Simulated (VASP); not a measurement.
Consider the following.

```yaml
crystal:
  lattice:
    - [0.00000, 3.01181, 3.01181]
    - [3.01181, 0.00000, 3.01181]
    - [3.01181, 3.01181, 0.00000]
  atoms:
    - { symbol: Zn, position: [0.00000, 0.00000, 0.00000] }
    - { symbol: Te, position: [0.25000, 0.25000, 0.25000] }
```

Calculation: SCAN meta-GGA, VASP's PBE PAW potentials (set 64) (plane waves; VASP). Numerical set-up: 520 eV cut-off, 8×8×8 Γ-centred mesh, Gaussian smearing of 0.050 eV, potentials Zn Te.

Give the stress tensor in GPa (positive for a compressed cell).

```
1.59  0.00  0.00
0.00  1.59  0.00
0.00  0.00  1.59
```
The pressure is its mean diagonal, 1.59 GPa.

The compound is ZnTe in the zinc blende structure. This cell is one point of a volume scan, at 0.97 of the reference volume.
